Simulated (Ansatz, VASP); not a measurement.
**One calculation of Be, two programs**

```xyz
1
Lattice="0.0000 1.5801 1.5801 1.5801 0.0000 1.5801 1.5801 1.5801 0.0000" Properties=species:S:1:pos:R:3 pbc="T T T"
Be    0.0000    0.0000    0.0000
```

Alike in both runs: functional BLYP; k mesh 17 × 17 × 17; occupations fermi-dirac, width 0.1 eV; no spin polarisation.

Ansatz relaxed the structure, and its values are those at the end. VASP's run is a single point on that final structure, the one shown.

```csv
,VASP,Ansatz
version,VASP 6.6.1,Ansatz 0.2.0
potentials or method,"VASP PAW PBE potentials, release 64 (Be)","plane waves (420 eV) with PAW, scalar-relativistic"
plane-wave cutoff (eV),520,420
valence electrons in the cell,2,2
```

```tsv
	VASP	Ansatz	Ansatz less VASP
pressure (GPa)	0.1	0.0	-0.10
```

Caveats: the PAW data sets were made with another functional, which shifts forces and pressure a little (VASP).
